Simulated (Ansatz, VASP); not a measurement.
**One calculation of Ta, two programs**

```
Ta
1.0
    -1.62780    1.62780    1.62780
     1.62780   -1.62780    1.62780
     1.62780    1.62780   -1.62780
Ta
1
Direct
  0.00000 0.00000 0.00000
```

Alike in both runs: functional LDA; k mesh 16 × 16 × 16; occupations fermi-dirac, width 0.15 eV; no spin polarisation.

Ansatz relaxed the structure, and its values are those at the end. VASP's run is a single point on that final structure, the one shown.

```csv
,VASP,Ansatz
version,VASP 6.6.1,Ansatz 0.2.0
potentials or method,"VASP PAW LDA potentials, release 64 (Ta_pv)","scalar-relativistic, plane waves, PAW"
plane-wave cutoff (eV),520,600
valence electrons in the cell,11,13
```

Ansatz gave:

* gap on the k mesh at the Fermi level (eV): none
* pressure (GPa): 0.0

Task: Estimate VASP's values.

Result: gap on the k mesh at the Fermi level (eV): none; pressure (GPa): 0.9.

A gap of «none» marks a metal or a gap that the smearing closes. The two sets of potentials don't hold the same shells in valence. Ansatz warned: «pseudo_functional_mismatch».

The runs have no spin-orbit coupling, so splittings on Ta are missing.
